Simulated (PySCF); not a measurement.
**How good is the calculation?**

Cartesian coordinates in Å; atom numbers follow the order of the lines, from 1:
```xyz
7

N     0.058    1.898    0.646
C    -0.162    0.853    0.228
C    -0.476   -0.466   -0.310
C     0.657   -1.382   -0.253
N     1.533   -2.123   -0.220
H    -1.312   -0.893    0.252
H    -0.800   -0.361   -1.350
```

Measured values that the calculation should reproduce:  Coupling constants: 1J(C3,H6) 145.2 Hz, 2J(H6,H7) -20.4 Hz.

Gas phase, non-relativistic, one averaged value for each set of equivalent atoms, single conformer. Couplings computed with B3LYP/pcJ-2; structure optimised with PBE0-D3(BJ)/def2-TZVP; shielding tensors at B97-2/pcSseg-2 (GIAO); PySCF 2.14.

Q: How close does the calculation come?

A: 
Coupling constants in Hz:
| coupling | reference | computed | source |
| --- | --- | --- | --- |
| 1J(C3,H6) | 145.2 | 144.8 | measured; liquid or solution (compiled); San Fabian, Garcia de la Vega, Suardiaz et al., Magn. Reson. Chem. 2013, 51, 775 (SI) |
| 2J(H6,H7) | -20.4 | -22.0 | measured; UCL NMR lecture notes, Spin-Spin Coupling (L3_3_97) |
